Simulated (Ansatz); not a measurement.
# Si/AlP/CoSi2: a contact from a semiconductor to a metal, part 4 of 5

Is Si/AlP/CoSi2 a contact for electrons or for holes? The semiconductor is Si diamond(111), undoped, with its far face capped by hydrogen, and the metal is CoSi2 fluorite(111) turned by 180 degrees (type B), with AlP zinc blende(111) between them (whole bilayers). After relaxation the nearest pair at the metal is Si–Al at 2.52 Å, along the normal. The common net has a side of 3.868 Å, which strains the semiconductor by +0.0 %, the layer between by -0.7 % and the metal by +2.1 %, against typed lattice constants near PBE's. The first steps treat the bulk crystals alone.

Ansatz 0.2.0; PBE DFT, plane waves, PAW files (the session's first sound run).

So far. Step 4 (Relaxing the interfaces): The largest force component on a free atom ends at 0.037 eV/Å. At one or more of this run's solves the program warned of density in the dipole ramp over its bound, where dipole, forces and levels can be off. Step 5 (T(E) from the semiconductor into the metal, atomic …): The semiconductor's channels close between -0.45 and +0.20 eV.

### 6. T(E) from the semiconductor into the metal, atomic planes in the barrier 6, gap between the electrodes 12.01 Å

Level of this step: PBE DFT, plane waves, PAW files; ballistic transmission by layer matching between semi-infinite leads (Ansatz).

System of this step: Si/AlP/CoSi2. The cell holds 54 atoms: 38 Si, 3 P, 3 Al, 9 Co and 1 H. Cell: a = 3.868 Å, b = 3.868 Å, c = 96.365 Å, α = 90.0°, β = 90.0°, γ = 120.0°. Regions: left electrode, 20 atoms (20 Si); barrier, 6 atoms (3 P and 3 Al); right electrode, 27 atoms (18 Si and 9 Co). Vacuum lies along c.

A thicker layer between them.

File input.yaml:

```yaml
crystal:
  lattice:
    - [3.868, 0.0, 0.0]
    - [-1.934, 3.3497862618, 0.0]
    - [0.0, 0.0, 96.3647511369]
  atoms:
    - { symbol: Si, position: [0.66666667, 0.33333333, 0.1608471959] }
    - { symbol: Si, position: [0.0, 0.0, 0.1690401138] }
    - { symbol: Si, position: [0.0, 0.0, 0.1936188678] }
    - { symbol: Si, position: [0.33333333, 0.66666667, 0.2018117858] }
    - { symbol: Si, position: [0.33333333, 0.66666667, 0.2263905397] }
    - { symbol: Si, position: [0.66666667, 0.33333333, 0.2345834577] }
    - { symbol: Si, position: [0.66666667, 0.33333333, 0.2591622117] }
    - { symbol: Si, position: [0.0, 0.0, 0.2673551297] }
    - { symbol: Si, position: [0.0, 0.0, 0.2919338836] }
    - { symbol: Si, position: [0.33333333, 0.66666667, 0.3001268016] }
    - { symbol: Si, position: [0.33333333, 0.66666667, 0.3247055555] }
    - { symbol: Si, position: [0.66666667, 0.33333333, 0.3328984735] }
    - { symbol: Si, position: [0.66666667, 0.33333333, 0.3574772275] }
    - { symbol: Si, position: [0.0, 0.0, 0.3656701455] }
    - { symbol: Si, position: [0.0, 0.0, 0.3902488994] }
    - { symbol: Si, position: [0.33333333, 0.66666667, 0.3984418174] }
    - { symbol: Si, position: [0.33333333, 0.66666667, 0.4230205714] }
    - { symbol: Si, position: [0.66666667, 0.33333333, 0.4312134893] }
    - { symbol: Si, position: [0.66666667, 0.33333333, 0.4557411427] }
    - { symbol: Si, position: [0.0, 0.0, 0.4635565305] }
    - { symbol: P, position: [0.0, 0.0, 0.4872949039] }
    - { symbol: Al, position: [0.33333333, 0.66666667, 0.4958282697] }
    - { symbol: P, position: [0.33333333, 0.66666667, 0.5202622227] }
    - { symbol: Al, position: [0.66666667, 0.33333333, 0.5289062812] }
    - { symbol: P, position: [0.66666667, 0.33333333, 0.5534197812] }
    - { symbol: Al, position: [0.0, 0.0, 0.5621287291] }
    - { symbol: Si, position: [0.0, 0.0, 0.588238026] }
    - { symbol: Co, position: [0.66666667, 0.33333333, 0.5945366689] }
    - { symbol: Si, position: [0.33333333, 0.66666667, 0.60130935] }
    - { symbol: Si, position: [0.66666667, 0.33333333, 0.617756998] }
    - { symbol: Co, position: [0.33333333, 0.66666667, 0.625371256] }
    - { symbol: Si, position: [0.0, 0.0, 0.632985514] }
    - { symbol: Si, position: [0.33333333, 0.66666667, 0.649433162] }
    - { symbol: Co, position: [0.0, 0.0, 0.65704742] }
    - { symbol: Si, position: [0.66666667, 0.33333333, 0.6646616779] }
    - { symbol: Si, position: [0.0, 0.0, 0.681109326] }
    - { symbol: Co, position: [0.66666667, 0.33333333, 0.6887235839] }
    - { symbol: Si, position: [0.33333333, 0.66666667, 0.6963378419] }
    - { symbol: Si, position: [0.66666667, 0.33333333, 0.7127854899] }
    - { symbol: Co, position: [0.33333333, 0.66666667, 0.7203997479] }
    - { symbol: Si, position: [0.0, 0.0, 0.7280140059] }
    - { symbol: Si, position: [0.33333333, 0.66666667, 0.7444616539] }
    - { symbol: Co, position: [0.0, 0.0, 0.7520759119] }
    - { symbol: Si, position: [0.66666667, 0.33333333, 0.7596901699] }
    - { symbol: Si, position: [0.0, 0.0, 0.7761378179] }
    - { symbol: Co, position: [0.66666667, 0.33333333, 0.7837520759] }
    - { symbol: Si, position: [0.33333333, 0.66666667, 0.7913663339] }
    - { symbol: Si, position: [0.66666667, 0.33333333, 0.8078139819] }
    - { symbol: Co, position: [0.33333333, 0.66666667, 0.8154282398] }
    - { symbol: Si, position: [0.0, 0.0, 0.8230424978] }
    - { symbol: Si, position: [0.33333333, 0.66666667, 0.8394901458] }
    - { symbol: Co, position: [0.0, 0.0, 0.8471044038] }
    - { symbol: Si, position: [0.66666667, 0.33333333, 0.8547186618] }
    - { symbol: H, position: [0.66666667, 0.33333333, 0.1452813382] }
kpoints:
  mp_grid: { grid: [8, 8, 1] }
scf:
  occupations: { method: fermi_dirac, width: 0.1 }
  max_iter: 150
hamiltonian:
  xc: pbe
efield:
  axis: 3
  dipole_correction: true
output:
  transmission:
    kmesh: [12, 12]
    e_range: [-2.5, 2.5]
    de: 0.05
    leads: [[8, 10], [39, 42]]
  dos: { projected: true, e_range: [-6, 5], de: 0.05 }
  write_potential: true
  write_density: true
  volumetric_format: npy
```

The run is started by

```bash
ansatz run input.yaml --threads 8 --pin off --max-ram 24576MiB --backend cpu --events-out ev --progress --plain --runs-dir out
```

Numbers of over 12 decimals in the logs are rounded to 6 here.

The program printed:

```text
[...]
Crystal: 54 atoms, lattice volume = 1248.596 Å³
Basis set: ecut = 420 eV, 24623 PW (Γ)
Bands: 219, of which v1, the nominal top of the filled ones, is band 165 counted from 1 (164 counted from 0)
Symmetry: 6 space group operations
[...]
k-points: 10 of 64 (time reversal used)
[...]
SCF iter   1: F=—  HF=-74205.593795 eV  |F-HF|=—  |Δ(HF+E_count)|=         —  Δρ=5.95e-3  dr2=1.58e1  ethr=1.77e-3  p=-0.061 e·Å  D=-8.90e-3 V/Å  ΔV_dip=0.86 eV  dr2_dipole=6.41e0  V_vac-E_F(+/−)=4.60/3.74 eV  ⟨swp⟩=10.0  Hψ=12517  notcnv=0  defer=95
[...]
SCF iter  20: F=-74205.490643 eV  HF=-74205.490643 eV  |F-HF|=1.51e-7  |Δ(HF+E_count)|=   5.32e-7  Δρ=1.41e-6  dr2=5.33e-8  ethr=3.03e-11  p=-0.051 e·Å  D=-7.40e-3 V/Å  ΔV_dip=0.71 eV  dr2_dipole=4.74e-9  V_vac-E_F(+/−)=4.96/4.25 eV  ⟨swp⟩=16.9  Hψ=10192  notcnv=0
SCF 1 converged in 20 iterations: F = -74205.490643 eV  dr2 = 5.33e-8
[...]
transmission: 149 of 1444 steps passed
transmission: 301 of 1444 steps passed
[...]
transmission: 1444 of 1444 steps passed
[...]
SCF converged after 20 iterations
Free energy (F): -74205.490643 eV
[...]
Internal energy: -74205.082466 eV  (E = F + TS)
E sigma→0 (E₀):  -74205.286555 eV
Entropy (-TS):   -0.408177 eV (-7.559 meV/atom)
Fermi energy:    4.988113 eV
Dipole field:    D = -0.007439 V/Å  (p = -0.051332 e·Å, saw-weighted, corrected)
Work function:   Φ+ = 4.9604 eV   Φ− = 4.2436 eV
[...]
--- Band table (eV; the first three rows and the last of 10) ---
  k-point 0: bands = [... 161 lower, 6.0739, 6.1350, 6.1692, 6.1974, 6.1974, 6.3006, 6.3779, 6.4508, ... 50 higher]
  k-point 1: bands = [... 161 lower, 5.8372, 5.9621, 6.1069, 6.1847, 6.2743, 6.4482, 6.4737, 6.4805, ... 50 higher]
  k-point 2: bands = [... 161 lower, 4.8987, 4.9507, 5.2081, 5.5020, 5.5254, 5.5600, 5.7619, 5.8148, ... 50 higher]
  k-point 9: bands = [... 161 lower, 4.2492, 4.3384, 4.4395, 4.5270, 4.5326, 4.5665, 4.5790, 5.0590, ... 50 higher]
--- Transmission ---
  basis      : 121 plane waves across, 76 finite elements along
  points     : 19, standing for a mesh of 12 x 12
[...]
channels       : 0.000000e0 a spin
[...]
slowest decay  : 0.0945 /Å at (0.0000, 0.0000)
[...]
channels       : 1.270833e0 a spin
[...]
slowest decay  : 0.0672 /Å at (0.4167, 0.0833)
  junction   : crystal 0 to crystal 1, 29.71 to 67.89 Å
    transmission   : 0.000000e0 a spin
[...]
```

Run time: 4.2 min. Hardware: 8 threads of Arm Neoverse V2, shared host; peak memory 9.8 GiB; 31 min of CPU time.

Numbers from this step:

```yaml
free_energy: -74205.4906 eV
fermi_energy: 4.988 eV
potential_step_in_the_lower_lead: 29 meV
work_function_upper_face: 4.960 eV
work_function_lower_face: 4.244 eV
dipole_moment: -0.05133 e·Å
dipole_field: -0.007439 V/Å
```

One spin. Transmission, zone mean against energy, zero at the Fermi level:

| energy (eV) | transmission, zone mean |
| --- | --- |
| -2.400 | 0.395 |
| -2.200 | 0.394 |
| -2.000 | 0.188 |
| -1.800 | 0.186 |
| -1.600 | 0.0773 |
| -1.400 | 0.0232 |
| -1.200 | 0.00535 |
| -1.000 | 0.00150 |
| -0.800 | 7.5e-4 |
| -0.600 | 2.5e-4 |
| -0.400 | 0 |
| -0.200 | 0 |
| 0.000 | 0 |
| 0.200 | 0 |
| 0.400 | 0.00179 |
| 0.600 | 0.00907 |
| 0.800 | 0.00581 |
| 1.000 | 0.0112 |
| 1.200 | 0.0211 |
| 1.400 | 0.0386 |
| 1.600 | 0.108 |
| 1.800 | 0.147 |
| 2.000 | 0.275 |
| 2.200 | 0.497 |
| 2.400 | 0.662 |

One spin. Table of open channels, zone mean by energy, zero at the Fermi level:

| energy (eV) | lower lead | upper lead |
| --- | --- | --- |
| -2.50 | 1.72 | 1.40 |
| -2.35 | 1.63 | 1.19 |
| -2.25 | 1.55 | 1.23 |
| -2.10 | 1.51 | 1.59 |
| -1.95 | 1.38 | 1.41 |
| -1.80 | 1.34 | 2.10 |
| -1.70 | 1.22 | 1.88 |
| -1.55 | 0.938 | 1.98 |
| -1.40 | 0.771 | 1.24 |
| -1.30 | 0.604 | 1.36 |
| -1.15 | 0.562 | 1.67 |
| -1.00 | 0.354 | 1.63 |
| -0.90 | 0.312 | 1.59 |
| -0.75 | 0.146 | 1.88 |
| -0.60 | 0.146 | 1.94 |
| -0.45 | 0.0208 | 1.79 |
| -0.35 | 0 | 1.79 |
| -0.20 | 0 | 1.60 |
| -0.05 | 0 | 1.35 |
| 0.00 | 0 | 1.27 |
| 0.05 | 0 | 1.27 |
| 0.20 | 0.0417 | 1.23 |
| 0.35 | 0.125 | 1.02 |
| 0.45 | 0.208 | 0.986 |
| 0.60 | 0.333 | 0.986 |
| 0.75 | 0.5 | 0.736 |
| 0.90 | 0.75 | 0.639 |
| 1.00 | 0.833 | 0.597 |
| 1.15 | 0.986 | 0.597 |
| 1.30 | 1.28 | 0.556 |
| 1.40 | 1.36 | 0.569 |
| 1.55 | 1.74 | 0.799 |
| 1.70 | 1.99 | 0.924 |
| 1.80 | 2.07 | 0.965 |
| 1.95 | 2.15 | 1.30 |
| 2.10 | 2.28 | 1.47 |
| 2.25 | 2.03 | 1.62 |
| 2.35 | 1.78 | 1.92 |
| 2.50 | 1.83 | 1.83 |

Projected DOS an atom over height of the atomic layer and energy from the Fermi level. Layers: H Si Si Si Si Si Si Si Si Si Si Si Si Si Si Si Si Si Si Si Si P Al P Al P Al Si Co Si Si Co Si Si Co Si Si Co Si Si Co Si Si Co Si Si Co Si Si Co Si Si Co Si; projections on atoms miss part of the total, and the computed bands can run out at the top of the range; a column is the mean of 4 neighbouring layers, the last of those left over.

Values in states/eV, 22 rows by 14 columns, each cell a mean:
```
0.04 0.04 0.05 0.05 0.05 0.04 0.05 0.03 0.03 0.03 0.03 0.03 0.05 0.04
0.21 0.23 0.24 0.24 0.27 0.26 0.30 0.23 0.24 0.25 0.23 0.23 0.30 0.30
0.37 0.42 0.40 0.41 0.35 0.40 0.58 0.46 0.51 0.51 0.50 0.52 0.51 0.47
0.62 0.71 0.73 0.65 0.59 0.56 0.56 0.40 0.37 0.34 0.35 0.32 0.27 0.26
0.48 0.53 0.53 0.60 0.64 0.52 0.54 0.25 0.27 0.27 0.26 0.32 0.39 0.36
0.49 0.55 0.55 0.51 0.51 0.53 0.56 0.50 0.53 0.55 0.54 0.53 0.45 0.33
0.45 0.68 0.66 0.66 0.61 0.54 0.32 0.39 0.42 0.41 0.45 0.41 0.38 0.49
0.20 0.35 0.36 0.42 0.54 0.43 0.17 0.16 0.14 0.13 0.13 0.13 0.17 0.52
0.07 0.17 0.19 0.21 0.28 0.23 0.13 0.20 0.15 0.14 0.16 0.14 0.15 0.36
0.01 0.03 0.04 0.07 0.13 0.12 0.18 0.35 0.24 0.26 0.29 0.26 0.27 0.51
0.00 0.00 0.00 0.00 0.01 0.02 0.11 0.57 0.47 0.46 0.57 0.47 0.48 1.01
0.07 0.11 0.11 0.08 0.04 0.01 0.19 1.09 0.75 0.74 1.08 0.74 0.68 1.17
0.18 0.28 0.28 0.24 0.16 0.08 0.23 1.70 0.88 0.90 1.59 0.88 0.95 2.48
0.42 0.60 0.56 0.53 0.40 0.25 0.39 2.15 1.26 1.26 2.26 1.24 1.25 1.92
0.54 0.65 0.64 0.64 0.63 0.53 0.66 1.08 0.62 0.60 0.98 0.63 0.61 1.29
0.60 0.69 0.71 0.68 0.70 0.75 0.64 0.71 0.54 0.55 0.74 0.55 0.54 0.85
0.54 0.66 0.68 0.72 0.73 0.76 0.62 0.64 0.59 0.60 0.73 0.58 0.62 0.68
0.47 0.62 0.60 0.59 0.62 0.85 0.57 0.89 0.93 0.94 1.07 0.94 0.92 0.61
0.56 0.48 0.52 0.55 0.51 0.58 0.38 0.66 0.54 0.53 0.54 0.54 0.50 0.31
0.22 0.22 0.23 0.26 0.42 0.63 0.29 0.38 0.39 0.39 0.37 0.39 0.37 0.21
0.09 0.14 0.13 0.13 0.17 0.26 0.31 0.26 0.26 0.27 0.24 0.26 0.29 0.16
0.13 0.19 0.18 0.18 0.17 0.28 0.47 0.24 0.27 0.27 0.24 0.27 0.27 0.17
```
Columns: height of the atomic layer (Å) from 16.1 to 82 (not evenly spaced); rows upwards: energy from the Fermi level (eV) from -6 to 5.

The semiconductor's channels close between -0.45 and +0.20 eV. In the worse lead the potential repeats within 29 meV, which the program flags as too much for a lead, so the lead is short or a field runs through it.

### 7. T(E) from the semiconductor into the metal, atomic planes in the barrier 8, gap between the electrodes 15.21 Å

System of this step: Si/AlP/CoSi2. The cell holds 56 atoms: 38 Si, 4 P, 4 Al, 9 Co and 1 H. Cell: a = 3.868 Å, b = 3.868 Å, c = 99.560 Å, α = 90.0°, β = 90.0°, γ = 120.0°. Regions: left electrode, 20 atoms (20 Si); barrier, 8 atoms (4 P and 4 Al); right electrode, 27 atoms (18 Si and 9 Co). Vacuum lies along c.

A thicker layer between them.

File input.yaml:

```yaml
crystal:
  lattice:
    - [3.868, 0.0, 0.0]
    - [-1.934, 3.3497862618, 0.0]
    - [0.0, 0.0, 99.5599710111]
  atoms:
    - { symbol: Si, position: [0.66666667, 0.33333333, 0.1556850594] }
    - { symbol: Si, position: [0.0, 0.0, 0.1636150386] }
    - { symbol: Si, position: [0.0, 0.0, 0.1874049763] }
    - { symbol: Si, position: [0.33333333, 0.66666667, 0.1953349556] }
    - { symbol: Si, position: [0.33333333, 0.66666667, 0.2191248933] }
    - { symbol: Si, position: [0.66666667, 0.33333333, 0.2270548725] }
    - { symbol: Si, position: [0.66666667, 0.33333333, 0.2508448102] }
    - { symbol: Si, position: [0.0, 0.0, 0.2587747894] }
    - { symbol: Si, position: [0.0, 0.0, 0.2825647271] }
    - { symbol: Si, position: [0.33333333, 0.66666667, 0.2904947064] }
    - { symbol: Si, position: [0.33333333, 0.66666667, 0.3142846441] }
    - { symbol: Si, position: [0.66666667, 0.33333333, 0.3222146233] }
    - { symbol: Si, position: [0.66666667, 0.33333333, 0.346004561] }
    - { symbol: Si, position: [0.0, 0.0, 0.3539345402] }
    - { symbol: Si, position: [0.0, 0.0, 0.3777244779] }
    - { symbol: Si, position: [0.33333333, 0.66666667, 0.3856544572] }
    - { symbol: Si, position: [0.33333333, 0.66666667, 0.4094443949] }
    - { symbol: Si, position: [0.66666667, 0.33333333, 0.4173743741] }
    - { symbol: Si, position: [0.66666667, 0.33333333, 0.4411148512] }
    - { symbol: Si, position: [0.0, 0.0, 0.4486794165] }
    - { symbol: P, position: [0.0, 0.0, 0.4716559443] }
    - { symbol: Al, position: [0.33333333, 0.66666667, 0.4799154453] }
    - { symbol: P, position: [0.33333333, 0.66666667, 0.5035652292] }
    - { symbol: Al, position: [0.66666667, 0.33333333, 0.5119318702] }
    - { symbol: P, position: [0.66666667, 0.33333333, 0.5356586483] }
    - { symbol: Al, position: [0.0, 0.0, 0.5440252893] }
    - { symbol: P, position: [0.0, 0.0, 0.5677520674] }
    - { symbol: Al, position: [0.33333333, 0.66666667, 0.5761815153] }
    - { symbol: Si, position: [0.33333333, 0.66666667, 0.6014528756] }
    - { symbol: Co, position: [0.0, 0.0, 0.6075493735] }
    - { symbol: Si, position: [0.66666667, 0.33333333, 0.6141046961] }
    - { symbol: Si, position: [0.0, 0.0, 0.6300244829] }
    - { symbol: Co, position: [0.66666667, 0.33333333, 0.6373943733] }
    - { symbol: Si, position: [0.33333333, 0.66666667, 0.6447642637] }
    - { symbol: Si, position: [0.66666667, 0.33333333, 0.6606840504] }
    - { symbol: Co, position: [0.33333333, 0.66666667, 0.6680539408] }
    - { symbol: Si, position: [0.0, 0.0, 0.6754238312] }
    - { symbol: Si, position: [0.33333333, 0.66666667, 0.691343618] }
    - { symbol: Co, position: [0.0, 0.0, 0.6987135084] }
    - { symbol: Si, position: [0.66666667, 0.33333333, 0.7060833988] }
    - { symbol: Si, position: [0.0, 0.0, 0.7220031856] }
    - { symbol: Co, position: [0.66666667, 0.33333333, 0.729373076] }
    - { symbol: Si, position: [0.33333333, 0.66666667, 0.7367429664] }
    - { symbol: Si, position: [0.66666667, 0.33333333, 0.7526627531] }
    - { symbol: Co, position: [0.33333333, 0.66666667, 0.7600326436] }
    - { symbol: Si, position: [0.0, 0.0, 0.767402534] }
    - { symbol: Si, position: [0.33333333, 0.66666667, 0.7833223207] }
    - { symbol: Co, position: [0.0, 0.0, 0.7906922111] }
    - { symbol: Si, position: [0.66666667, 0.33333333, 0.7980621015] }
    - { symbol: Si, position: [0.0, 0.0, 0.8139818883] }
    - { symbol: Co, position: [0.66666667, 0.33333333, 0.8213517787] }
    - { symbol: Si, position: [0.33333333, 0.66666667, 0.8287216691] }
    - { symbol: Si, position: [0.66666667, 0.33333333, 0.8446414559] }
    - { symbol: Co, position: [0.33333333, 0.66666667, 0.8520113463] }
    - { symbol: Si, position: [0.0, 0.0, 0.8593812367] }
    - { symbol: H, position: [0.66666667, 0.33333333, 0.1406187633] }
kpoints:
  mp_grid: { grid: [8, 8, 1] }
scf:
  occupations: { method: fermi_dirac, width: 0.1 }
  max_iter: 150
hamiltonian:
  xc: pbe
efield:
  axis: 3
  dipole_correction: true
output:
  transmission:
    kmesh: [12, 12]
    e_range: [-2.5, 2.5]
    de: 0.05
    leads: [[8, 10], [41, 44]]
  dos: { projected: true, e_range: [-6, 5], de: 0.05 }
  write_potential: true
  write_density: true
  volumetric_format: npy
```

The program printed:

```text
[...]
Crystal: 56 atoms, lattice volume = 1289.996 Å³
Basis set: ecut = 420 eV, 25449 PW (Γ)
Bands: 225, of which v1, the nominal top of the filled ones, is band 169 counted from 1 (168 counted from 0)
Symmetry: 6 space group operations
[...]
k-points: 10 of 64 (time reversal used)
[...]
points     : 19, standing for a mesh of 12 x 12
[...]
channels       : 0.000000e0 a spin
[...]
slowest decay  : 0.0945 /Å at (0.0000, 0.0000)
[...]
channels       : 1.270833e0 a spin
[...]
slowest decay  : 0.0675 /Å at (0.4167, 0.0833)
  junction   : crystal 0 to crystal 1, 29.71 to 71.09 Å
    transmission   : 0.000000e0 a spin
[...]
[key lines of the parts left out:]
SCF converged after 15 iterations
Free energy (F): -75499.915002 eV
Fermi energy:    5.028980 eV
Dipole field:    D = -0.007145 V/Å  (p = -0.050939 e·Å, saw-weighted, corrected)
Work function:   Φ+ = 4.9572 eV   Φ− = 4.2458 eV
```

Wall time 4.4 min (8 threads); peak memory 10 GiB.

The semiconductor's channels close between -0.45 and +0.20 eV. In the worse lead the potential repeats within 30 meV, which the program flags as too much for a lead, so the lead is short or a field runs through it.

### 8. The series together

Times are for 8 threads of Arm Neoverse V2, shared host. The runs compared:

| no. | gap between the electrodes (Å) | potential step in the lower lead (meV) | time | memory (GiB) |
| --- | --- | --- | --- | --- |
| 1 | 8.82 | 26.3 | 3.4 min | 9.3 |
| 2 | 12.01 | 29 | 4.2 min | 9.8 |
| 3 | 15.21 | 29.9 | 4.4 min | 10 |

The runs together. Table of transmission, zone mean by energy, zero at the Fermi level:

| energy (eV) | 8.82 | 12.01 | 15.21 |
| --- | --- | --- | --- |
| -2.50 | 0.511 | 0.394 | 0.314 |
| -2.45 | 0.543 | 0.388 | 0.279 |
| -2.35 | 0.456 | 0.405 | 0.290 |
| -2.15 | 0.322 | 0.376 | 0.276 |
| -2.00 | 0.184 | 0.188 | 0.251 |
| -1.95 | 0.273 | 0.165 | 0.175 |
| -1.80 | 0.170 | 0.186 | 0.106 |
| -1.65 | 0.116 | 0.0525 | 0.102 |
| -1.45 | 0.104 | 0.0374 | 0.0314 |
| -1.30 | 0.0322 | 0.00963 | 0.00305 |
| -1.10 | 0.00713 | 0.00185 | 6.4e-4 |
| -0.95 | 0.00629 | 0.00169 | 5.2e-4 |
| -0.80 | 0.00295 | 7.5e-4 | 2.2e-4 |
| -0.60 | 9.7e-4 | 2.5e-4 | 7.6e-5 |
| -0.45 | 8.7e-5 | 2.3e-5 | 7.9e-6 |
| -0.25 | 0 | 0 | 0 |
| -0.10 | 0 | 0 | 0 |
| 0.00 | 0 | 0 | 0 |
| 0.10 | 0 | 0 | 0 |
| 0.25 | 0 | 0 | 0 |
| 0.45 | 0.00557 | 0.00186 | 6.3e-4 |
| 0.60 | 0.0206 | 0.00907 | 0.00423 |
| 0.80 | 0.0185 | 0.00581 | 0.00112 |
| 0.95 | 0.0299 | 0.0102 | 0.00287 |
| 1.10 | 0.0307 | 0.0131 | 0.00510 |
| 1.30 | 0.0525 | 0.0494 | 0.0314 |
| 1.45 | 0.0400 | 0.0291 | 0.0129 |
| 1.65 | 0.217 | 0.149 | 0.134 |
| 1.80 | 0.218 | 0.147 | 0.140 |
| 2.00 | 0.409 | 0.275 | 0.218 |
| 2.15 | 0.520 | 0.383 | 0.389 |
| 2.35 | 0.799 | 0.628 | 0.662 |
| 2.40 | 0.834 | 0.662 | 0.709 |
| 2.50 | 0.776 | 0.800 | 0.797 |

[end of part 4 of 5]

[Logs are printed without paths, hosts, clocks, repeated set-up lines and the standing remarks that a program may print on its own settings, such as how far it seeks lower states.]

[Hosts, paths, dates, database ids (printed as entryN), source tags and the programs' standing remarks are cut or masked in the printed files.]
